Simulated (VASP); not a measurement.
Here is a VASP 6.6.1 calculation.

INCAR

```
  ALGO = Normal
  EDIFF = 1E-7
  EDIFFG = -0.005
  ENCUT = 600
  GGA = PE
  IBRION = 2
  ISIF = 3
  ISMEAR = 0
  LASPH = T
  LCHARG = F
  LREAL = F
  LWAVE = F
  NELM = 80
  NSW = 90
  PREC = Accurate
  SIGMA = 0.03
```

Contents of KPOINTS:

```
k-points
0
Gamma
  10 10 10
```

POSCAR

```
LiCl                                    
1.0
   -0.0000000000      2.5724098370      2.5724098370
    2.5724098370     -0.0000000000      2.5724098370
    2.5724098370      2.5724098370      0.0000000000
  Li              Cl            
     1     1
Direct
     0.0000000000000000    0.0000000000000000    0.0000000000000000
     0.5000000000000000    0.5000000000000000    0.5000000000000000
```

Potentials or basis: VASP PAW PBE potentials, release 64 (Li_sv, Cl).

Command:

```bash
$ cat potpaw_PBE.64/Li_sv/POTCAR potpaw_PBE.64/Cl/POTCAR > POTCAR
$ mpirun -np 1 vasp_std > vasp.out
```

(1) Estimate the band gap on the k mesh.

Answers

(1) 6.29 eV, direct.

Caveat: the relaxation stopped at its first step, so nothing moved.
